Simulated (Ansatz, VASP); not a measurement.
**CdTe in VASP and in Ansatz**

Contents of INCAR:

```
SYSTEM = CdTe
ALGO = Normal
EDIFF = 1E-7
ENCUT = 520
GGA = PE
ISIF = 2
ISMEAR = -1
LASPH = .TRUE.
LCHARG = .FALSE.
LREAL = .FALSE.
LWAVE = .FALSE.
NBANDS = 16
NELM = 100
PREC = Accurate
SIGMA = 0.02
```

Contents of KPOINTS:

```
k-points
0
G
  6 6 6
  0 0 0
```

POSCAR

```
CdTe
1.0
    0.0000000000      3.2799551157      3.2159959910
    3.2799551157      0.0000000000      3.2159959910
    3.2799551157      3.2799551157      0.0000000000
Cd Te
1 1
Direct
    0.0000000000      0.0000000000      0.0000000000
    0.2500000000      0.2500000000      0.2500000000
```

Input for Ansatz:

```yaml
crystal:
  lattice:
    - [0.0, 3.2799551157, 3.215995991]
    - [3.2799551157, 0.0, 3.215995991]
    - [3.2799551157, 3.2799551157, 0.0]
  atoms:
    - { symbol: Cd, position: [0.0, 0.0, 0.0] }
    - { symbol: Te, position: [0.25, 0.25, 0.25] }
kpoints:
  mp_grid: { grid: [6, 6, 6] }
  band_path:
    path:
      - [0.0, 0.0, 0.0]
      - [-0.5, -0.5, 0.0]
      - [-0.375, -0.375, 0.25]
      - [-0.375, 0.0, 0.375]
      - [0.0, 0.0, 0.5]
      - [-0.5, -0.25, 0.25]
    npoints: 1
hamiltonian:
  xc: pbe
scf:
  occupations: { method: fermi_dirac, width: 0.02 }
  n_extra_bands: 4
output:
  forces: true
  stress: true
  eigenvalues: true
```

Change from the starting cell: uniaxial_z strain -1.9%.

Alike in both runs: task single point; functional PBE; k mesh 6 × 6 × 6; occupations fermi-dirac, width 0.02 eV; no spin polarisation.

|  | VASP | Ansatz |
| --- | --- | --- |
| version | VASP 6.6.1 | Ansatz 0.2.0 |
| potentials or method | VASP PAW PBE potentials, release 64 (Cd, Te) | plane waves, PAW |
| plane-wave cutoff (eV) | 520 | 420 |
| valence electrons in the cell | 18 | 36 |

|  | VASP | Ansatz | Ansatz less VASP |
| --- | --- | --- | --- |
| pressure (GPa) | 1.9 | 1.8 | -0.12 |
| largest component of the traceless stress (GPa) | 0.19 | 0.19 | +0.001 |

The two sets of potentials don't hold the same shells in valence.

Caveats: spin-orbit coupling is left out, which moves the levels of the heavy elements.
